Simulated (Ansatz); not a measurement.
## Molecular dynamics of BaTiO₃

Input file:

```yaml
crystal:
  lattice:
    - [5.654684, 0.0, 0.0]
    - [-2.827342, 4.8971, 0.0]
    - [0.0, 0.0, 16.721663]
  atoms:
    - { symbol: Ba, position: [0.0, 0.0, 0.0598027] }
    - { symbol: Ti, position: [0.33333333, 0.66666667, 0.1246763] }
    - { symbol: O, position: [0.4971, 0.9942, 0.0657091] }
    - { symbol: O, position: [0.0058, 0.5029, 0.0657091] }
    - { symbol: O, position: [0.4971, 0.5029, 0.0657091] }
    - { symbol: Ba, position: [0.66666667, 0.33333333, 0.18013217] }
    - { symbol: Ti, position: [0.0, 0.0, 0.27025744] }
    - { symbol: O, position: [0.16336335, 0.32672669, 0.21844709] }
    - { symbol: O, position: [0.67327331, 0.83663665, 0.21844709] }
    - { symbol: O, position: [0.16336334, 0.83663665, 0.21844709] }
    - { symbol: Ba, position: [0.33333333, 0.66666667, 0.3373815] }
    - { symbol: Ti, position: [0.66666667, 0.33333333, 0.40109186] }
    - { symbol: O, position: [0.83457565, 0.6691513, 0.36463976] }
    - { symbol: O, position: [0.3308487, 0.16542435, 0.36463976] }
    - { symbol: O, position: [0.83457565, 0.16542435, 0.36463976] }
basis:
  ecutwfc: 420.0
kpoints:
  mp_grid: { grid: [2, 2, 1] }
hamiltonian:
  xc: pbe
  dispersion: d3bj
  pseudopotentials: { kind: paw, azcp: { folder: soft_1 } }
scf:
  occupations: { method: fermi_dirac, width: 0.05 }
  lower_state_search: "off"
  max_iter: 72
md:
  timestep: 1
  n_steps: 100
  ensemble: nvt_nose_hoover
  temperature: 900.0
  initial_velocities: maxwell_boltzmann
  seed: 39807
  nose_hoover: { tau: 10.0, chain_length: 1 }
  constraints: [{ sites: [0, 1, 2, 3, 4] }]
```

Run as:

```bash
$ ansatz run input.yaml --threads 1 --pin off --max-ram 3072MiB --backend cpu --events-out ev --progress --plain --runs-dir out
```

It starts from a relaxed structure.

Output, in part (one step line in 4):

```
md step     0: t =     0.00 fs  T =   900.0 K  F+E_penalty+E_count = -30476.17575433 eV  E_kin = 1.163340 eV  conserved = -30475.01241434 eV  (21 SCF iters)
md step     4: t =     4.00 fs  T =   830.7 K  F+E_penalty+E_count = -30476.08345636 eV  E_kin = 1.073791 eV  conserved = -30475.01212636 eV  (11 SCF iters)
md step     8: t =     8.00 fs  T =   684.8 K  F+E_penalty+E_count = -30475.86636884 eV  E_kin = 0.885161 eV  conserved = -30475.01159054 eV  (4 SCF iters)
md step    12: t =    12.00 fs  T =   576.8 K  F+E_penalty+E_count = -30475.64325389 eV  E_kin = 0.745571 eV  conserved = -30475.01119583 eV  (4 SCF iters)
md step    16: t =    16.00 fs  T =   585.9 K  F+E_penalty+E_count = -30475.49580820 eV  E_kin = 0.757343 eV  conserved = -30475.01118664 eV  (4 SCF iters)
md step    20: t =    20.00 fs  T =   739.1 K  F+E_penalty+E_count = -30475.42068468 eV  E_kin = 0.955321 eV  conserved = -30475.01131431 eV  (13 SCF iters)
md step    24: t =    24.00 fs  T =  1027.0 K  F+E_penalty+E_count = -30475.36766481 eV  E_kin = 1.327493 eV  conserved = -30475.01131152 eV  (4 SCF iters)
md step    28: t =    28.00 fs  T =  1353.0 K  F+E_penalty+E_count = -30475.28343637 eV  E_kin = 1.748827 eV  conserved = -30475.01148322 eV  (5 SCF iters)
md step    32: t =    32.00 fs  T =  1434.1 K  F+E_penalty+E_count = -30475.06578733 eV  E_kin = 1.853699 eV  conserved = -30475.01206554 eV  (4 SCF iters)
md step    36: t =    36.00 fs  T =  1091.7 K  F+E_penalty+E_count = -30474.61680087 eV  E_kin = 1.411185 eV  conserved = -30475.01100402 eV  (6 SCF iters)
md step    40: t =    40.00 fs  T =   775.9 K  F+E_penalty+E_count = -30474.28672526 eV  E_kin = 1.002873 eV  conserved = -30475.00873955 eV  (13 SCF iters)
md step    44: t =    44.00 fs  T =   915.7 K  F+E_penalty+E_count = -30474.51201814 eV  E_kin = 1.183617 eV  conserved = -30475.01109878 eV  (6 SCF iters)
md step    48: t =    48.00 fs  T =  1108.7 K  F+E_penalty+E_count = -30474.82760168 eV  E_kin = 1.433136 eV  conserved = -30475.01278697 eV  (4 SCF iters)
md step    52: t =    52.00 fs  T =   975.0 K  F+E_penalty+E_count = -30474.80584179 eV  E_kin = 1.260265 eV  conserved = -30475.01219076 eV  (5 SCF iters)
md step    56: t =    56.00 fs  T =   678.2 K  F+E_penalty+E_count = -30474.56380072 eV  E_kin = 0.876597 eV  conserved = -30475.01136476 eV  (4 SCF iters)
md step    60: t =    60.00 fs  T =   462.0 K  F+E_penalty+E_count = -30474.32709077 eV  E_kin = 0.597234 eV  conserved = -30475.01068384 eV  (11 SCF iters)
md step    64: t =    64.00 fs  T =   445.5 K  F+E_penalty+E_count = -30474.25325522 eV  E_kin = 0.575790 eV  conserved = -30475.01056211 eV  (5 SCF iters)
md step    68: t =    68.00 fs  T =   669.7 K  F+E_penalty+E_count = -30474.36812344 eV  E_kin = 0.865624 eV  conserved = -30475.01100830 eV  (5 SCF iters)
md step    72: t =    72.00 fs  T =  1106.5 K  F+E_penalty+E_count = -30474.56726093 eV  E_kin = 1.430224 eV  conserved = -30475.01116490 eV  (4 SCF iters)
md step    76: t =    76.00 fs  T =  1574.6 K  F+E_penalty+E_count = -30474.74635120 eV  E_kin = 2.035305 eV  conserved = -30475.01097097 eV  (5 SCF iters)
md step    80: t =    80.00 fs  T =  1690.8 K  F+E_penalty+E_count = -30474.85809211 eV  E_kin = 2.185499 eV  conserved = -30475.01102570 eV  (13 SCF iters)
md step    84: t =    84.00 fs  T =  1329.5 K  F+E_penalty+E_count = -30474.87253073 eV  E_kin = 1.718537 eV  conserved = -30475.01129940 eV  (4 SCF iters)
md step    88: t =    88.00 fs  T =   855.2 K  F+E_penalty+E_count = -30474.81104113 eV  E_kin = 1.105370 eV  conserved = -30475.01117058 eV  (6 SCF iters)
md step    92: t =    92.00 fs  T =   568.2 K  F+E_penalty+E_count = -30474.78755830 eV  E_kin = 0.734484 eV  conserved = -30475.01089782 eV  (4 SCF iters)
md step    96: t =    96.00 fs  T =   496.6 K  F+E_penalty+E_count = -30474.88049656 eV  E_kin = 0.641927 eV  conserved = -30475.01122167 eV  (4 SCF iters)
md step   100: t =   100.00 fs  T =   544.7 K  F+E_penalty+E_count = -30475.03206609 eV  E_kin = 0.704084 eV  conserved = -30475.01161823 eV  (12 SCF iters)
```

The run went to its last step. The conserved energy stayed within 0.25 meV per atom of its start (net change 0.053 meV per atom), so the integration is sound. A run of 0.1 ps of so small a system gives no equilibrium averages. Limits of this set-up: coarse k mesh, thin slab, slab without dipole correction.

Mean squared displacements from the first frame to the last: Ba 0.08 Å², Ti 0.03 Å², O 0.05 Å².

Last frame:

```xyz
15
Lattice="5.6547 0.0000 0.0000 -2.8273 4.8971 0.0000 0.0000 0.0000 16.7217" Properties=species:S:1:pos:R:3
Ba 0.000 0.000 1.000
Ti 0.000 3.265 2.085
O 0.000 4.869 1.099
O -1.389 2.463 1.099
O 1.389 2.463 1.099
Ba 3.006 1.651 2.853
Ti 0.029 0.021 4.571
O 0.195 1.787 3.673
O 1.493 4.382 3.663
O -1.481 4.166 3.454
Ba -0.154 3.580 5.430
Ti 2.774 1.848 6.542
O 2.762 3.513 5.958
O 1.280 1.000 6.192
O 4.073 0.900 5.939
```

Time of the run: 11 min on 1 thread of Arm Neoverse V2 (shared host), peak memory 0.76 GiB.
